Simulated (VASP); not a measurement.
# Ti (Im-3m) in VASP: a series of runs, part 2 of 2

VASP 6.6.1. The steps go on from the part before.

## 5. Relaxation of cell and atoms, r2SCAN

This run uses another cell than the first one, of 17.24 Å³/atom, 0.976 times its volume.

The input, INCAR:

```
PREC     = Accurate       # precision mode
ENCUT    = 600            # plane-wave cutoff, eV
EDIFF    = 1E-7           # SCF threshold, eV
ISMEAR   = 1              # smearing method
SIGMA    = 0.1            # smearing width, eV
LREAL    = False          # projectors in reciprocal space
LASPH    = True           # aspherical terms in the spheres
NELM     = 80             # most SCF steps
ALGO     = Normal         # electronic algorithm
ISIF     = 3              # what is computed and relaxed
LWAVE    = False          # write WAVECAR
LCHARG   = False          # write CHGCAR
METAGGA  = R2SCAN         # meta-GGA
LMIXTAU  = True         
IBRION   = 2              # ionic algorithm
NSW      = 90             # ionic steps
EDIFFG   = -0.005         # ionic threshold
```

The input, KPOINTS:

```
Automatic mesh
0
Gamma
  16 16 16
```

The input, POSCAR:

```
Ti                                      
1.0
   -1.6275443051      1.6275443051      1.6275443051
    1.6275443051     -1.6275443051      1.6275443051
    1.6275443051      1.6275443051     -1.6275443051
  Ti            
     1
Direct
     0.0000000000000000    0.0000000000000000    0.0000000000000000
```

Potentials or basis: VASP PAW PBE potentials, release 64 (Ti_sv).

The run is started by

```
cat potpaw_PBE.64/Ti_sv/POTCAR > POTCAR
mpirun -np 1 vasp_std > vasp.out
```

OUTCAR:

```text
PREC = Accurate
   ENCUT = 600
   EDIFF = 1E-7
   ISMEAR = 1
   LREAL = False
   LASPH = True
   NELM = 80
   ISIF = 3
   METAGGA = R2SCAN
   IBRION = 2
   NSW = 90
   EDIFFG = -0.005

 ion  position               nearest neighbor table
   1  0.000  0.000  0.000-

  LATTYP: Found a body centered cubic cell.
 ALAT       =     3.2550886102

  Lattice vectors:

 A1 = (  -1.6275443051,   1.6275443051,   1.6275443051)
 A2 = (   1.6275443051,  -1.6275443051,   1.6275443051)
 A3 = (   1.6275443051,   1.6275443051,  -1.6275443051)

Analysis of symmetry for initial positions (statically):
=====================================================================
 Subroutine PRICEL returns:
 Original cell was already a primitive cell.

 Routine SETGRP: Setting up the symmetry group for a
 body centered cubic supercell.

 Subroutine GETGRP returns: Found 48 space group operations
 (whereof 48 operations were pure point group operations)
 out of a pool of 48 trial point group operations.

The static configuration has the point symmetry O_h .

Analysis of symmetry for dynamics (positions and initial velocities):
=====================================================================
 Subroutine PRICEL returns:
 Original cell was already a primitive cell.

 Routine SETGRP: Setting up the symmetry group for a
 body centered cubic supercell.

 Subroutine GETGRP returns: Found 48 space group operations
 (whereof 48 operations were pure point group operations)
 out of a pool of 48 trial point group operations.

The dynamic configuration has the point symmetry O_h .

 Subroutine INISYM returns: Found 48 space group operations
 (whereof 48 operations are pure point group operations),
 and found     1 'primitive' translations

----------------------------------------------------------------------------------------

                                     Primitive cell

  volume of cell :      17.2448
[... 113 lines left out ...]
   LHFCALC =     F    Hartree Fock is set to
   AEXX    =    0.0000 exact exchange contribution
   IVDW    =     0    specifies the selected vdW correction
   LEPSILON=     F    determine dielectric tensor
   LRPA    =     F    only Hartree local field effects (RPA)
 conjugate gradient relaxation of ions
 non-spin polarized calculation
 Methfessel and Paxton  Order N= 1 SIGMA  =   0.10
  energy-cutoff  :      600.00
  volume of cell :       17.24
 maximum number of plane-waves:       603
   NGX = 11   NGY = 11   NGZ = 11

 number of electron      11.9999997 magnetization

 Free energy of the ion-electron system (eV)
  ---------------------------------------------------
  ext. energy  EPLUGINS =         0.00000000
  ---------------------------------------------------
  free energy    TOTEN  =       -12.81276350 eV

  energy without entropy =      -12.81256435  energy(sigma->0) =      -12.81269712

 E-fermi :   8.1877     XC(G=0): -12.4358

 val. band max:        8.1835563800   @ k =  -0.3125   0.3750   0.0625
 cond. band min:       8.1981575437   @ k =   0.3125   0.1875   0.0000
 fundamental gap:      0.0146011636
 Fermi energy:         8.1877301986

 k-point     1 :       0.0000    0.0000    0.0000
  band No.  band energies     occupation
      1     -50.6948      2.00000
      2     -25.4905      2.00000
      3     -25.4905      2.00000
      4     -25.4905      2.00000
      5       1.8427      2.00000
      6       9.3485     -0.00000
      7       9.3485     -0.00000
      8       9.3485     -0.00000
      9      11.1437      0.00000
     10      11.1437      0.00000
[... 287 lines left out ...]
 k-point    24 :       0.2500    0.1875    0.0000
  band No.  band energies     occupation
      1     -50.5700      2.00000
      2     -26.0454      2.00000
      3     -25.7138      2.00000
      4     -25.5498      2.00000
      5       5.6602      2.00000
      6       7.8161      2.00000
      7       8.2547      0.10217
      8      10.8308      0.00000
      9      11.5562      0.00000
     10      12.6462      0.00000

 [... further k-points ...]

------------------------ aborting loop because EDIFF is reached ----------------------------------------

  FORCE on cell =-STRESS in cart. coord.  units (eV):
  Direction    XX          YY          ZZ          XY          YZ          ZX
  --------------------------------------------------------------------------------------
  -------------------------------------------------------------------------------------
  Total        0.0003523      0.0003523      0.0003523      0.0000000     -0.0000000     -0.0000000
  in kB        0.0327278      0.0327278      0.0327278      0.0000000     -0.0000000     -0.0000000
  external PRESSURE =       0.0327278 kB  Pullay stress =       0.0000000 kB

 VOLUME and BASIS-vectors are now :
 -----------------------------------------------------------------------------
  energy-cutoff  :      600.00
  volume of cell :       17.24
      direct lattice vectors                 reciprocal lattice vectors
    -1.627544305  1.627544305  1.627544305     0.000000000  0.307211299  0.307211299
     1.627544305 -1.627544305  1.627544305     0.307211299  0.000000000  0.307211299
     1.627544305  1.627544305 -1.627544305     0.307211299  0.307211299  0.000000000

 POSITION                                       TOTAL-FORCE (eV/Angst)
 -----------------------------------------------------------------------------------
      0.00000      0.00000      0.00000        -0.000000     -0.000000     -0.000000
 -----------------------------------------------------------------------------------
    total drift:                                0.000000      0.000000     -0.000000

  FREE ENERGIE OF THE ION-ELECTRON SYSTEM (eV)
  ---------------------------------------------------
  free  energy   TOTEN  =       -12.8127634990 eV

  energy  without entropy=      -12.8125643524  energy(sigma->0) =      -12.81269712

 reached required accuracy - stopping structural energy minimisation
```

OSZICAR:

```text
N       E                     dE             d eps       ncg     rms          rms(c)
DAV:   1     0.793251706487E+02    0.79325E+02   -0.75752E+03  2900   0.163E+03
DAV:   2    -0.119884664858E+02   -0.91314E+02   -0.89994E+02  2996   0.345E+02
[... 16 lines left out ...]
DAV:  19    -0.128127609991E+02   -0.53569E-05   -0.31860E-07  2882   0.781E-03    0.439E-03
DAV:  20    -0.128127627001E+02   -0.17010E-05   -0.25083E-07  2816   0.529E-03    0.410E-04
DAV:  21    -0.128127634878E+02   -0.78769E-06   -0.15725E-08  1452   0.163E-03    0.536E-04
DAV:  22    -0.128127633360E+02    0.15175E-06   -0.12209E-08  1456   0.151E-03    0.386E-04
DAV:  23    -0.128127635505E+02   -0.21452E-06   -0.43203E-09  1452   0.817E-04    0.921E-05
DAV:  24    -0.128127634990E+02    0.51561E-07   -0.19827E-09  1456   0.478E-04
   1 F= -.12812763E+02 E0= -.12812697E+02  d E =-.128128E+02
```

CONTCAR:

```text
Ti
   1.00000000000000
    -1.6275443051000000    1.6275443051000000    1.6275443051000000
     1.6275443051000000   -1.6275443051000000    1.6275443051000000
     1.6275443051000000    1.6275443051000000   -1.6275443051000000
  Ti
     1
Direct
     0.0000000000000000    0.0000000000000000    0.0000000000000000

  0.00000000E+00  0.00000000E+00  0.00000000E+00
```

It took 2.3 min on 1 thread of Intel Xeon Platinum 8259CL at 2.50GHz (Skylake/Cascade Lake), shared host; peak memory 0.16 GiB.

Results:

| Property | Result |
| --- | --- |
| Free energy | -12.8128 eV |
| Pressure after relaxing | 0.0 GPa |
| Band gap on the k mesh | none (metal or under the smearing width) |

Final structure:
```xyz
1
Lattice="-1.6275 1.6275 1.6275 1.6275 -1.6275 1.6275 1.6275 1.6275 -1.6275" Properties=species:S:1:pos:R:3 pbc="T T T"
Ti    0.0000    0.0000    0.0000
```

Caveat: the relaxation stopped at its first step, so nothing moved; the PAW data sets were made with another functional, which shifts forces and pressure a little.
